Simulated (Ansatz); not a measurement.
Si:

```
CELL_PARAMETERS angstrom
-1.62691 1.62691 1.32033
1.62691 -1.62691 1.32033
1.62691 1.62691 -1.32033
ATOMIC_POSITIONS crystal
Si 0.00000 0.00000 0.00000
```

This isn't the form of Si at room conditions, which is diamond.

```yaml
Program: Ansatz 0.2.0
Task: relaxation of cell and atoms
Functional: LDA
Potentials_or_basis: Ansatz PAW
Cutoff: "420 eV (not typed: the program's choice for these potentials)"
k_mesh: 13 × 13 × 13
Occupations: fermi-dirac, width 0.05 eV
Spin: no spin polarisation
```

At the start: volume 13.98 Å³/atom.

Q: Where does the relaxation end?

A: It ends after 6 steps and the volume is 13.97 Å³/atom (-0.1 %); space group I4/mmm (No. 139, to 0.05 Å).

The path:
| step | energy change (eV) | largest force (eV/Å) | volume (Å³) |
| --- | --- | --- | --- |
| 1 | 0.0000 | 0.0000 | 13.98 |
| 2 | -0.0028 | 0.0000 | 13.98 |
| 3 | -0.0081 | 0.0000 | 13.95 |
| 4 | -0.0082 | 0.0000 | 13.97 |
| 5 | -0.0082 | 0.0000 | 13.97 |
| 6 | -0.0083 | 0.0000 | 13.97 |

Final structure:
```xyz
1
Lattice="-1.6504 1.6504 1.2820 1.6504 -1.6504 1.2820 1.6504 1.6504 -1.2820" Properties=species:S:1:pos:R:3 pbc="T T T"
Si    0.0000    0.0000    0.0000
```

Caveat: the plane-wave basis is chosen anew once the cell has moved, so the energies of steps on either side of that aren't comparable; the PAW data sets come from PBE, with cores solved anew for the run's functional, which leaves a small shift of forces and pressure.
